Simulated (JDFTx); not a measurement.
An input for JDFTx 1.7.0 (patched build) (InSe):

Contents of InSe.in:

```
lattice \
    3.7794522493    -3.7794522493     0.0000000000 \
    2.1820677735     2.1820677735    -4.3641355471 \
   15.9492884918    15.9492884918    15.9492884918
coords-type Cartesian
ion In     0.0000000000     0.0000000000    42.5176132616 1
ion In     0.0000000000     0.0000000000     0.0000000000 1
ion Se     0.0000000000     0.0000000000     8.2250480752 1
ion Se     0.0000000000     0.0000000000    18.3496564099 1

ion-species pseudo/In.upf
ion-species pseudo/Se.upf
elec-cutoff 52 416
elec-ex-corr gga-PBEsol
van-der-waals D3BJ
kpoint-folding 3 3 3
elec-smearing Fermi 0.00091873305
elec-n-bands 56
electronic-SCF nIterations 75 energyDiffThreshold 1e-09
electronic-minimize nIterations 30 energyDiffThreshold 1e-7
kpoint-folding 2 2 2
converge-empty-states yes
forces-output-coords Cartesian

dump-name run.$VAR
dump End Ecomponents EigStats BandEigs Kpoints Forces Stress
```

Potentials or basis: PseudoDojo-SR-PBE-0.5-stringent with smoothed tails.

Command:

```sh
$ jdftx -c 1 -i InSe.in -o InSe.out
```

Problem. Does this run start?

Solution. The run stopped without a result. It printed:

Output:

```text
*************** JDFTx 1.7.0 (patched build) ***************

Encountered 1 errors while parsing input:

Command 'kpoint-folding' should not be issued more than once

Input parsing failed with 1 errors (run with -t for command syntax)

Failed.
```
